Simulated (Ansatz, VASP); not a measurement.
# AgCl in VASP and in Ansatz

File INCAR:

```
PREC     = Accurate       # precision mode
ENCUT    = 520            # plane-wave cutoff, eV
EDIFF    = 1E-7           # SCF threshold, eV
ISMEAR   = -1             # smearing method
SIGMA    = 0.01           # smearing width, eV
LREAL    = F              # projectors in reciprocal space
LASPH    = T              # aspherical terms in the spheres
NELM     = 100            # most SCF steps
ALGO     = Normal         # electronic algorithm
ISIF     = 2              # what is computed and relaxed
LWAVE    = F              # write WAVECAR
LCHARG   = F              # write CHGCAR
GGA      = PS             # functional
NBANDS   = 16             # bands
```

The input KPOINTS:

```
regular mesh
0
Gamma
  9 9 9
```

File POSCAR:

```
AgCl
1.0
    0.0554630000      2.8008815000      2.8008815000
    2.8008815000      0.0554630000      2.8008815000
    2.8008815000      2.8008815000      0.0554630000
Ag Cl
1 1
Direct
    0.5000000000      0.5000000000      0.5000000000
    0.0000000000      0.0000000000      0.0000000000
```

Input for Ansatz:

```yaml
crystal:
  lattice:
    - [0.055463, 2.8008815, 2.8008815]
    - [2.8008815, 0.055463, 2.8008815]
    - [2.8008815, 2.8008815, 0.055463]
  atoms:
    - { symbol: Ag, position: [0.5, 0.5, 0.5] }
    - { symbol: Cl, position: [0.0, 0.0, 0.0] }
kpoints:
  mp_grid: { grid: [9, 9, 9] }
  band_path:
    path:
      - [0.0, 0.0, 0.0]
      - [0.5, 0.5, 0.5]
      - [0.2451701269, 0.5, 0.7548298731]
      - [-0.2451701269, 0.2451701269, 0.5]
      - [0.0, 0.0, 0.5]
      - [0.0, 0.0, 0.0]
      - [-0.3725850634, 0.0, 0.3725850634]
      - [0.0, 0.3725850634, 0.6274149366]
      - [0.0, 0.5, 0.5]
    npoints: 5
scf:
  occupations: { method: fermi_dirac, width: 0.01 }
hamiltonian:
  xc: pbesol
  pseudopotentials: { kind: all_electron, lapw: { basis_error: 0.0005 } }
output:
  forces: true
  stress: true
  eigenvalues: true
```

Change from the starting cell: equal xy, yz and zx shear strains of +2 %.

Alike in both runs: task single point; functional PBEsol; k mesh 9 × 9 × 9; occupations fermi-dirac, width 0.01 eV; no spin polarisation.

|  | VASP | Ansatz |
| --- | --- | --- |
| version | VASP 6.6.1 | Ansatz 0.2.0 |
| potentials or method | VASP PAW PBE potentials, release 64 (Ag, Cl) | all-electron LAPW, scalar-relativistic |
| plane-wave cutoff (eV) | 520 | see its input |

```tsv
	VASP	Ansatz	Ansatz less VASP
gap on the k mesh at the Fermi level (eV)	0.75	0.75	+0.005
pressure (GPa)	-2.7	-2.6	+0.10
largest component of the traceless stress (GPa)	0.13	0.13	0.000
```

Ansatz ran all-electron here, so the differences hold the error of VASP's frozen core and of both bases.

Caveats: the PAW data sets were made with another functional, which shifts forces and pressure a little (VASP); an odd mesh through Γ misses points on the zone boundary, where band edges often lie.
